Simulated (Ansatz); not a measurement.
La:

```
La
1.0
     3.77000    0.00000    0.00000
    -1.88500    3.26492    0.00000
     0.00000    0.00000   12.15900
La
4
Direct
  0.66667 0.33333 0.25000
  0.33333 0.66667 0.75000
  0.00000 0.00000 0.50000
  0.00000 0.00000 0.00000
```

```yaml
Program: Ansatz 0.2.0
Task: single point
Functional: PBEsol
Potentials_or_basis: Ansatz PAW
Cutoff: "420 eV (not typed: the program's choice for these potentials)"
k_mesh: 8 × 8 × 3
Occupations: fermi-dirac, width 0.05 eV
Spin: no spin polarisation
```

On this cell: pressure -2.3 GPa; largest force under 0.003 eV/Å; band gap on the k mesh none (metal or under the smearing width).

The same run follows on a disturbed copy (atoms moved at random, drawn with an rms of 0.05 Å):

```
La
1.0
     3.77000    0.00000    0.00000
    -1.88500    3.26492    0.00000
     0.00000    0.00000   12.15900
La
4
Direct
  0.64978 0.31936 0.24777
  0.33228 0.67258 0.74947
  0.00984 0.00607 0.49904
  0.00974 0.01786 0.99788
```

Q: What does the disturbed cell give?

A: The energy (extrapolated to zero smearing) moves by +0.7 meV/atom; pressure -2.3 GPa; largest force 0.047 eV/Å; band gap on the k mesh none (metal or under the smearing width).

Forces in eV/Å, atoms in the order of the input:
```
La   0.021  0.038  0.018
La   0.009  0.000 -0.023
La  -0.021 -0.009 -0.015
La  -0.008 -0.029  0.019
```

Stress tensor (GPa, compression positive):
```
-2.24  0.02  0.00
 0.02 -2.33  0.00
 0.00  0.00 -2.36
```

Caveats: the PAW data sets come from PBE, with cores solved anew for the run's functional, which leaves a small shift of forces and pressure.
